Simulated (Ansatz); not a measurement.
# Ca, simple cubic: how the functional moves the structure

All rows: Ansatz, plane waves with scalar-relativistic PAW, 420 eV (500 eV for the SCAN forms), relaxed under each functional, no dispersion correction, no zero-point motion. B₀ comes from uniform scaling at fixed shape; a dash is a value not given.

| functional | V (Å³/atom) | cell | B₀ (GPa) | magnetic state | ΔE to fcc (meV/atom) |
| --- | --- | --- | --- | --- | --- |
| PBE | 43.80 | a = 3.525 Å | 11 | spin not included | 394 |
| PBEsol | 41.73 | a = 3.468 Å | - | spin not included | 394 |
| LDA | 38.24 | a = 3.369 Å | 12 | spin not included | 381 |
| revPBE | 46.31 | a = 3.591 Å | - | spin not included | 399 |
| RPBE | 47.12 | a = 3.612 Å | - | spin not included | 399 |
| BLYP | 45.55 | a = 3.571 Å | - | spin not included | 365 |

Question: What does r²SCAN give?

Answer: V (Å³/atom): 43.12; cell: a = 3.507 Å; magnetic state: spin not included; ΔE to fcc (meV/atom): 402.
